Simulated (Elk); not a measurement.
# How NaH absorbs and reflects light

Aim: the dielectric function of NaH, and the optical constants that follow from it.

Method: DFT, PBE, all-electron APW+lo, Dirac cores, scalar-relativistic bands, independent-particle optical response without local fields, in Elk 11.2.3 (patched build).

### 1. Set-up

Symmetry: Fm-3m, No. 225, cubic system. Conventional cell: a = 4.880 Å, b = 4.880 Å, c = 4.880 Å, α = 90.00°, β = 90.00°, γ = 90.00°. Na has 6 H at 2.44 Å nearest. Nearest to H lie 6 Na at 2.44 Å. Farther neighbours are not listed.

### 2. Ground state

The self-consistent density comes first; it also tells whether there is a gap, which decides the occupations and the need for a Drude term.

This step: DFT, PBE, all-electron APW+lo, Dirac cores, scalar-relativistic bands, ground state (Elk 11.2.3 (patched build)).

Contents of elk.in:

```
tasks
  0
  120

xctype
  20

nempty
  14

lorbcnd
  .true.

rgkmax
  7.0

swidth
  0.0018375

maxscl
  100

epsengy
  1e-05

sppath
  './'

avec
  0.000000000000 4.610931744087 4.610931744087
  4.610931744087 0.000000000000 4.610931744087
  4.610931744087 4.610931744087 0.000000000000

atoms
  2
  'Na.in'
  1
  0.000000000000 0.000000000000 0.000000000000   0.000 0.000 0.000
  'H.in'
  1
  0.500000000000 0.500000000000 0.500000000000   0.000 0.000 0.000

ngridk
  12 12 12
```

The run is started by

```sh
$ OMP_NUM_THREADS=4 elk
```

Numbers of over 12 decimals in the logs are rounded to 6 here.

The program printed:

```text
┌─────────────────────────┐
│ Elk code version 11.2.3 │
└─────────────────────────┘

All units are atomic (Hartree, Bohr, etc.)

┌─────────────────────────────────────────────────┐
│ Ground-state run starting from atomic densities │
└─────────────────────────────────────────────────┘

Lattice vectors :
   0.000000000       4.610931744       4.610931744
   4.610931744       0.000000000       4.610931744
   4.610931744       4.610931744       0.000000000

Reciprocal lattice vectors :
 -0.6813357534      0.6813357534      0.6813357534
  0.6813357534     -0.6813357534      0.6813357534
  0.6813357534      0.6813357534     -0.6813357534

Unit cell volume      :    196.0631951
Brillouin zone volume :    1.265154397

Muffin-tin inner radius fraction :   0.1000000000E-01

Nuclei treated as point charges

Species : 1 (Na)
 parameters loaded from : Na.in
 name : sodium
 nuclear charge    :   -11.00000000
 electronic charge :    11.00000000
 atomic mass :    41907.78703
 muffin-tin radius :    2.200000000
 number of radial points in muffin-tin :    793
 inner part over the whole radius :   0.9883648912E-02
 number on inner part of muffin-tin    :    551
 approximate nuclear radius :   0.5574345702E-04
 number of mesh points to nuclear radius :    238
 atomic positions (lattice), magnetic fields (Cartesian) :
  1 :   0.00000000  0.00000000  0.00000000    0.00000000  0.00000000  0.00000000

Species : 2 (H)
 parameters loaded from : H.in
 name : hydrogen
 nuclear charge    :   -1.000000000
 electronic charge :    1.000000000
 atomic mass :    1837.362221
 muffin-tin radius :    1.400000000
 number of radial points in muffin-tin :    393
 inner part over the whole radius :   0.9705542320E-02
 number on inner part of muffin-tin    :    258
 approximate nuclear radius :   0.2766748019E-04
 number of mesh points to nuclear radius :     78
 atomic positions (lattice), magnetic fields (Cartesian) :
  1 :   0.50000000  0.50000000  0.50000000    0.00000000  0.00000000  0.00000000

Total number of atoms per unit cell :    2
Total muffin-tin volume :    56.09627842
 ratio of muffin-tin to unit cell volume :   0.2861132523

Spin treatment :
 spin-unpolarised

Number of Bravais lattice symmetries :   48
Number of crystal symmetries         :   48
Crystal has inversion symmetry
Real symmetric eigensolver will be used

k-point grid :     12    12    12
k-point offset :    0.000000000       0.000000000       0.000000000
k-point set is reduced with full crystal symmetry group
Total number of k-points :       72

Muffin-tin radius times maximum |G+k| :    7.000000000
 using average radius
Maximum |G+k| for APW functions       :    3.888888889
Maximum (1/2)|G+k|²                   :    7.561728395
Maximum |G| for potential and density :    12.00000000
Constant for pseudocharge density :    7
 order of it for each species :   14  14
 order of it for pair densities of each species (exact exchange by exxq0 0: 14) :   14   4
Radial integration step length :    1

G-vector grid sizes :     25    25    25
Number of G-vectors :     5769

Maximum angular momentum used for
 APW functions            :    8
 outer part of muffin-tin :    6
 inner part of muffin-tin :    2

Total nuclear charge    :   -12.00000000
Total core charge       :    2.000000000
Total valence charge    :    10.00000000
Total excess charge     :    0.000000000
Total electronic charge :    12.00000000

Effective Wigner radius, rₛ :    1.574135356

Number of empty states         :     28
Total number of valence states :     34
Total number of core states    :      2

Conduction state local-orbitals added automatically
Third-order local-orbitals added for an l without core states : F
Total number of local-orbitals :    110

Exchange-correlation functional :     20     0     0
 Perdew-Burke-Ernzerhof, Phys. Rev. Lett. 77, 3865 (1996)
 gradient requirement :    1
 generalised gradient approximation (GGA)

Smearing type :    3
 Fermi-Dirac
Smearing width :   0.1837500000E-02
Effective electronic temperature (K) :    580.2366081

Mixing type :    3
 Broyden mixing, J. Phys. A: Math. Gen. 17, L317 (1984)

Kohn-Sham potential initialised from atomic data

┌──────────────────────────────┐
│ Self-consistent loop started │
└──────────────────────────────┘

┌─────────────────┐
│ Loop number : 1 │
└─────────────────┘

Energies :
 Fermi                       :    -0.87059242170687E-01
 sum of occupied eigenvalues :     -84.767764669490
 electron kinetic            :      163.04579685325
 core electron kinetic       :      112.86214896724
 Coulomb                     :     -311.38971336793
 Coulomb potential           :     -228.88277205497
 nuclear-nuclear             :     -31.627399639043
 electron-nuclear            :     -331.33641754073
 Hartree                     :      51.574103811843
 Madelung                    :     -196.94832734044
 xc potential                :     -18.930789467770
 exchange                    :     -14.346228182361
 correlation                 :    -0.411772
 electron entropic           :    -0.41578450674988E-11
 total energy                :     -163.10191677116

Density of states at Fermi energy :   0.5442549069E-07
 (states/Hartree/unit cell)

Estimated indirect band gap :   0.1780541218
 from k-point 72 to k-point 7
Estimated direct band gap   :   0.2023010734
 at k-point 7

Charges :
 core                        :    2.000000000
 valence                     :    10.00000000
 interstitial                :    1.139753100
 muffin-tins (core leakage)
  species : 1 (Na)
   atom 1                    :    10.01669505     ( -0.9715866200E-07)
  species : 2 (H)
   atom 1                    :   0.8435518533     (   0.000000000    )
 total in muffin-tins        :    10.86024690
 total calculated charge     :    12.00000275
 total charge                :    12.00000000
 error                       :   0.2754566729E-05

┌─────────────────┐
│ Loop number : 2 │
└─────────────────┘

Energies :
 Fermi                       :    -0.86061893883448E-01
 sum of occupied eigenvalues :     -84.767887350935
 electron kinetic            :      163.04461401917
 core electron kinetic       :      112.85710171241
 Coulomb                     :     -311.39091526635
 Coulomb potential           :     -228.88116569054
 nuclear-nuclear             :     -31.627399639043
 electron-nuclear            :     -331.34036294622
 Hartree                     :      51.576847318911
 Madelung                    :     -196.95033242108
 xc potential                :     -18.931335679562
 exchange                    :     -14.345990692764
 correlation                 :    -0.411816
 electron entropic           :    -0.41570951781437E-11
 total energy                :     -163.10410776269

Density of states at Fermi energy :   0.5442629679E-07
 (states/Hartree/unit cell)

Estimated indirect band gap :   0.1774745503
 from k-point 72 to k-point 7
Estimated direct band gap   :   0.2018063729
 at k-point 7

Charges :
 core                        :    2.000000000
 valence                     :    10.00000000
 interstitial                :    1.140762071
 muffin-tins (core leakage)
  species : 1 (Na)
   atom 1                    :    10.01708624     ( -0.9715866023E-07)
  species : 2 (H)
   atom 1                    :   0.8421516851     (   0.000000000    )
 total in muffin-tins        :    10.85923793
 total calculated charge     :    12.00000274
 total charge                :    12.00000000
 error                       :   0.2743159259E-05

RMS change in Kohn-Sham potential (target) :    156.3031171     (  0.1000000000E-05)
Absolute change in total energy (target)   :   0.2190991529E-02 (  0.1000000000E-04)

[... 14 loops left out ...]

┌──────────────────┐
│ Loop number : 17 │
└──────────────────┘

Energies :
 Fermi                       :    -0.35310588903056E-02
 sum of occupied eigenvalues :     -84.634833354955
 electron kinetic            :      163.07733658926
 core electron kinetic       :      112.82154885409
 Coulomb                     :     -311.37336698811
 Coulomb potential           :     -228.71684187189
 nuclear-nuclear             :     -31.627399639043
 electron-nuclear            :     -331.46365624975
 Hartree                     :      51.717688900685
 Madelung                    :     -197.01494605217
 xc potential                :     -18.995328072325
 exchange                    :     -14.320913891321
 correlation                 :    -0.415256
 electron entropic           :    -0.40918114201029E-11
 total energy                :     -163.03220066495

Density of states at Fermi energy :   0.5442568993E-07
 (states/Hartree/unit cell)

Estimated indirect band gap :   0.1363635542
 from k-point 72 to k-point 7
Estimated direct band gap   :   0.1673840472
 at k-point 7

Charges :
 core                        :    2.000000000
 valence                     :    10.00000000
 interstitial                :    1.213648657
 muffin-tins (core leakage)
  species : 1 (Na)
   atom 1                    :    10.04720257     ( -0.9715865446E-07)
  species : 2 (H)
   atom 1                    :   0.7391487772     (   0.000000000    )
 total in muffin-tins        :    10.78635134
 total calculated charge     :    12.00000180
 total charge                :    12.00000000
 error                       :   0.1803514618E-05

RMS change in Kohn-Sham potential (target) :   0.9775767989E-06 (  0.1000000000E-05)
Absolute change in total energy (target)   :   0.4376306606E-07 (  0.1000000000E-04)

Convergence targets achieved

┌──────────────────┐
│ Loop number : 18 │
└──────────────────┘

Energies :
 Fermi                       :    -0.35310587821554E-02
 sum of occupied eigenvalues :     -84.634833353896
 electron kinetic            :      163.07733659008
 core electron kinetic       :      112.82154885448
 Coulomb                     :     -311.37336698803
 Coulomb potential           :     -228.71684187245
 nuclear-nuclear             :     -31.627399639043
 electron-nuclear            :     -331.46365624889
 Hartree                     :      51.717688899909
 Madelung                    :     -197.01494605180
 xc potential                :     -18.995328071525
 exchange                    :     -14.320913891102
 correlation                 :    -0.415256
 electron entropic           :    -0.40918114201029E-11
 total energy                :     -163.03220066384

Density of states at Fermi energy :   0.5442569004E-07
 (states/Hartree/unit cell)

Estimated indirect band gap :   0.1363635538
 from k-point 72 to k-point 7
Estimated direct band gap   :   0.1673840469
 at k-point 7

Charges :
 core                        :    2.000000000
 valence                     :    10.00000000
 interstitial                :    1.213648657
 muffin-tins (core leakage)
  species : 1 (Na)
   atom 1                    :    10.04720257     ( -0.9715865623E-07)
  species : 2 (H)
   atom 1                    :   0.7391487770     (   0.000000000    )
 total in muffin-tins        :    10.78635134
 total calculated charge     :    12.00000180
 total charge                :    12.00000000
 error                       :   0.1803514612E-05

┌──────────────────────────────┐
│ Self-consistent loop stopped │
└──────────────────────────────┘

Wrote STATE.OUT
```

Run time: 9.9 s. Hardware: 4 threads of Arm Neoverse V2, shared host; peak memory 0.09 GiB; 33 s of CPU time.

Numbers from this step:

| Quantity | Value |
| --- | --- |
| total energy | -163.0 Ha |
| Fermi energy | -0.09609 eV |
| DOS at the Fermi level | 2.00e-9 states/eV/cell |
| gap on the k-mesh | 3.711 eV |
| direct gap on the mesh | 4.555 eV |

There is a gap, 3.71 eV on this mesh (points off the mesh can give less), so no carriers' term is needed.

### 3. Independent particles

With the density converged, the vertical transitions are summed over the zone.

This step: DFT, PBE, all-electron APW+lo, Dirac cores, scalar-relativistic bands, independent-particle optical response without local fields (Elk 11.2.3 (patched build)).

Changes to elk.in since step 2:

```diff
@@ -1,4 +1,6 @@
 tasks
-  0
-  120
+  121
+
+optcomp
+  1 1
 
@@ -17,9 +19,7 @@
 swidth
-  0.0018375
+  0.0073499
 
-maxscl
-  100
-
-epsengy
-  1e-05
+wplot
+  400 100 0
+  0.0 0.80849
```

The run is started by

```sh
$ OMP_NUM_THREADS=4 elk
```

The program printed:

```text
┌─────────────────────────────────┐
│ Elk code version 11.2.3 started │
└─────────────────────────────────┘

Info(readinput): the functional depends on the density's gradient
 muffin-tin radial points multiplied by    2.00000
 (not where nrmtscf is given)

┌────────────────────┐
│ Current task : 121 │
└────────────────────┘

Info(dielectric):
 dielectric tensor written to EPSILON_ij.OUT
 optical conductivity written to SIGMA_ij.OUT
 for components
  i = 1, j = 1

┌──────────────────┐
│ Elk code stopped │
└──────────────────┘
```

Elapsed: 1.5 s, on 4 threads; peak memory 0.03 GiB.

Read-outs, printed or worked out from the files:

* electronic dielectric constant ε∞, mean over x, y and z (by symmetry where fewer were run): 3.149
* main peak of Im epsilon, first axis: 5.424 eV
* centre of weight of the strongest loss peak in the window: 10.76 eV

Values under the direct gap are tails of Lorentzian lines. Im ε, E ∥ x against photon energy; read off at these points:

photon energy (eV), Im ε, E ∥ x and a bar:
```
      0.0       0.00 
      0.5       0.01 
      1.0       0.03 
      1.5       0.04 
      2.0       0.07 
      2.5       0.10 
      3.0       0.16 #
      3.5       0.28 #
      4.0       0.58 ##
      4.5       2.16 #######
      5.0       7.44 #########################
      5.5       8.80 ##############################
      6.0       4.75 ################
      6.5       3.32 ###########
      7.0       1.84 ######
      7.5       1.93 #######
      8.0       1.11 ####
      8.5       0.91 ###
      9.0       0.89 ###
      9.5       0.69 ##
     10.0       0.54 ##
     10.5       0.58 ##
     11.0       0.42 #
     11.5       0.42 #
     12.0       0.39 #
     12.5       0.26 #
     13.0       0.32 #
     13.5       0.19 #
     14.0       0.30 #
     14.5       0.18 #
     15.0       0.17 #
     15.5       0.14 
     16.0       0.08 
     16.5       0.10 
     17.0       0.10 
     17.5       0.08 
     18.0       0.07 
     18.5       0.06 
     19.0       0.06 
     19.5       0.07 
     20.0       0.07 
     20.5       0.09 
     21.0       0.11 
     21.5       0.08
```

The Re ε, E ∥ x by photon energy:

```tsv
photon energy (eV)	Re ε, E ∥ x
0.0	3.15
0.5	3.16
1.0	3.21
1.5	3.30
2.0	3.44
2.5	3.65
3.0	3.97
3.5	4.49
4.0	5.45
4.5	7.49
5.0	6.49
5.5	0.526
6.0	-1.27
6.5	-0.971
7.0	-0.889
7.5	-0.855
8.0	-0.353
8.5	-0.179
9.0	-0.151
9.5	-0.00538
10.0	0.138
10.5	0.130
11.0	0.197
11.5	0.305
12.0	0.296
12.5	0.460
13.0	0.446
13.5	0.525
14.0	0.545
14.5	0.566
15.0	0.599
15.5	0.608
16.0	0.660
16.5	0.723
17.0	0.717
17.5	0.742
18.0	0.763
18.5	0.800
19.0	0.832
19.5	0.845
20.0	0.878
20.5	0.877
21.0	0.878
21.5	0.847
```

Refractive index n and extinction k against photon energy:

```tsv
photon energy (eV)	n	k
0	1.77	0
1	1.79	0.00762
2	1.86	0.0184
3	1.99	0.0407
4	2.34	0.125
5	2.86	1.30
6	1.35	1.76
7	0.761	1.21
8	0.638	0.872
9	0.615	0.727
10	0.591	0.460
11	0.577	0.368
12	0.626	0.310
13	0.706	0.229
14	0.764	0.197
15	0.781	0.108
16	0.814	0.0517
17	0.849	0.0603
18	0.875	0.0392
19	0.913	0.0307
20	0.938	0.0356
21	0.939	0.0566
```

The loss function −Im 1/ε at q → 0, E ∥ x has structure finer than the step of the table below, so its rows give means over 1 eV, whole bins alone (the curve runs from 0 to 21.9 eV). Peaks (eV: height): 10.0: 1.73, 11.0: 1.94, 12.1: 1.71, 13.1: 1.10, 14.1: 0.842.

Values under the direct gap are tails of Lorentzian lines. Table of loss function −Im 1/ε at q → 0, E ∥ x by energy loss; means over each step:

energy loss (eV), loss function −Im 1/ε at q → 0, E ∥ x and a bar:
```
        1       0.00 
        2       0.01 
        3       0.01 
        4       0.02 
        5       0.08 #
        6       0.20 ####
        7       0.39 #######
        8       0.72 #############
        9       1.16 #####################
       10       1.52 ###########################
       11       1.66 ##############################
       12       1.40 #########################
       13       0.93 #################
       14       0.64 ###########
       15       0.44 ########
       16       0.23 ####
       17       0.19 ###
       18       0.12 ##
       19       0.09 ##
       20       0.10 ##
       21       0.13 ##
```

The reflectivity at normal incidence, E ∥ x has structure finer than the step of the table below, so its rows give means over 0.5 eV, whole bins alone (the curve runs from 0 to 21.9 eV). Peaks (eV: height): 5.67: 40.9, 6.77: 40.6, 7.70: 38.6.

Table of reflectivity at normal incidence, E ∥ x by photon energy; means over each step:

```tsv
photon energy (eV)	reflectivity at normal incidence, E ∥ x (%)
0.5	7.86
1.0	8.07
1.5	8.43
2.0	8.99
2.5	9.82
3.0	11.1
3.5	13.0
4.0	16.3
4.5	22.9
5.0	30.7
5.5	38.2
6.0	38.4
6.5	35.7
7.0	33.7
7.5	33.0
8.0	28.9
8.5	23.3
9.0	20.9
9.5	18.2
10.0	13.4
10.5	12.7
11.0	10.8
11.5	7.73
12.0	7.94
12.5	4.42
13.0	4.55
13.5	3.09
14.0	2.86
14.5	2.31
15.0	1.90
15.5	1.68
16.0	1.15
16.5	0.771
17.0	0.753
17.5	0.601
18.0	0.478
18.5	0.343
19.0	0.248
19.5	0.209
20.0	0.152
20.5	0.163
21.0	0.193
21.5	0.217
```

Optical constants at common wavelengths, from n + ik = √ε:

```tsv
wavelength (nm)	n	k	R (%)	1/α
1550	1.79	0.006	8.0	21 µm
1064	1.80	0.009	8.2	9.3 µm
800	1.82	0.013	8.5	4.9 µm
532	1.89	0.024	9.5	1.8 µm
450	1.95	0.033	10.4	1.1 µm
365	2.09	0.059	12.5	492 nm
248	2.86	1.299	31.1	15 nm
```

Below the direct gap, k and the depth come from the tails of the Lorentzian lines, not from transitions.

Rows near the edge hang on the gap, which this functional as a rule makes too small, and phonon-assisted absorption is left out.

### 4. Results

| Quantity | Value |
| --- | --- |
| electronic dielectric constant ε∞, mean over x, y and z (by symmetry where fewer were run) (independent particles) | 3.15 |
| main peak of Im epsilon, first axis | 5.42 eV |
| centre of weight of the strongest loss peak in the window, first axis | 10.8 eV |

What this shows: At this level (PBE, independent particles) NaH has ε∞ = 3.15 and n = 1.79 at 1550 nm, and Im ε peaks at 5.4 eV. On the mesh the gap is 3.71 eV and the least direct gap 4.55 eV, so on this mesh the band edges lie at different points. Excitons and phonon-assisted transitions are missing, and so are local fields; PBE gaps are as a rule too small, which pulls the onset down and ε∞ up. The sum runs over mesh points, so small or evenly spaced maxima can still be ripples of the mesh.

[Machine, clock and banner lines and Python warnings are left out of the logs.]

[Logs are printed without paths, hosts, clocks, repeated set-up lines and the standing remarks that a program may print on its own settings, such as how far it seeks lower states.]

[Hosts, paths, dates, database ids (printed as entryN), source tags and the programs' standing remarks are cut or masked in the printed files.]
